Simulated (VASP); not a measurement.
Set up this calculation in VASP 6.6.1, as the native input.

```
Task                   : single point
Functional             : PBEsol
Potentials or basis    : VASP PAW PBE potentials, release 64 (H)
Cutoff                 : 520 eV
k mesh                 : 9 × 9 × 6
Occupations            : gaussian, width 0.02 eV
Spin                   : no spin polarisation
Dipole correction      : no
Further INCAR settings : ALGO = Normal; EDIFF = 1e-06; NBANDS = 10
```

The structure of H lies in POSCAR:

```
H
1.0
    3.8401304226      0.0000000000      0.0000000000
   -1.9200652113      3.3256504998      0.0000000000
    0.0000000000      0.0000000000      5.0466615500
H
4
Direct
    0.3333333300      0.6666666700      0.1764958800
    0.6666666700      0.3333333300      0.6764958800
    0.6734322637      0.3468645174      0.8235041200
    0.3333333300      0.6666666700      0.3235041200
```

The cell isn't the ideal one: one atom moved.

The input as run:

INCAR

```
SYSTEM = H
PREC     = Accurate       ! precision mode
ENCUT    = 520            ! plane-wave cutoff, eV
EDIFF    = 1E-6           ! SCF threshold, eV
ISMEAR   = 0              ! smearing method
SIGMA    = 0.02           ! smearing width, eV
LREAL    = .False.        ! projectors in reciprocal space
LASPH    = .True.         ! aspherical terms in the spheres
NELM     = 100            ! most SCF steps
ALGO     = Normal         ! electronic algorithm
ISIF     = 2              ! what is computed and relaxed
LWAVE    = .False.        ! write WAVECAR
LCHARG   = .False.        ! write CHGCAR
GGA      = PS             ! functional
NBANDS   = 10             ! bands
```

KPOINTS

```
regular mesh
0
Gamma
  9 9 6
  0 0 0
```

Potentials or basis: VASP PAW PBE potentials, release 64 (H).

Run with:

```console
$ cat potpaw_PBE.64/H/POTCAR > POTCAR
$ mpirun -np 1 vasp_std > vasp.out
```

It gave:

```yaml
Pressure: 0.6 GPa
Largest_force: 0.606 eV/Å
Band_gap_on_the_k_mesh: 9.32 eV, direct
```

Caveat: the PAW data sets were made with another functional, which shifts forces and pressure a little; an odd mesh through Γ misses points on the zone boundary, where band edges often lie.

It took 42 s on 1 thread of Intel(R) Xeon(R) Platinum 8488C (Sapphire Rapids), on a shared host, peak memory 0.21 GiB.
